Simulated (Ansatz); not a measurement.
**Si: a fit and a missing row**

Si, Fd-3m, a = 5.444 Å. Ansatz: r2SCAN, PAW, 500 eV, Γ-centred 10×10×10 mesh on 2 atoms, Gaussian smearing 0.02 eV; no spin polarisation. Symmetry fixes shape and atoms, so the cell is only scaled; pressure is positive in compression.

| V (Å³/atom) | P (GPa) |
| --- | --- |
| 17.750 | 16.14 |
| 18.355 | 11.13 |
| 18.960 | 6.83 |
| 19.565 | 3.15 |
| 20.170 | 0.00 |
| 20.775 | -2.69 |
| 21.380 | -4.99 |
| 22.187 | ? |

Task: Take V0 = 20.170 Å³/atom, fit the third-order Birch–Murnaghan form to the other rows, and predict the missing pressure.

Result: With the Eulerian strain f = ½[(V0/V)^(2/3) − 1] and y = P/[3f(1 + 2f)^(5/2)], the form is the line y = B0 + 1.5 B0 (B0′ − 4) f. Rows (f, y): 0.04447, 97.8; 0.03244, 97.7; 0.02105, 97.6; 0.01026, 97.3; -0.00975, 96.6; -0.01905, 96.2. Means f = 0.01324, y = 97.200; Σ(Δf)² = 0.002985, ΣΔfΔy = 0.07725; the slope is their ratio. y = 96.86 + 25.88 f GPa, so B0 = 96.9 GPa and B0′ = 4 + 2 × (25.88)/(3 × 96.86) = 4.18. At V = 22.187, f = -0.03078, y = 96.06 and P = -7.57 GPa. The run gave -7.53 GPa, so the fit is 0.04 GPa too low, a small miss on the scale of the series. The form still works here, 22 % of the fitted range beyond its end.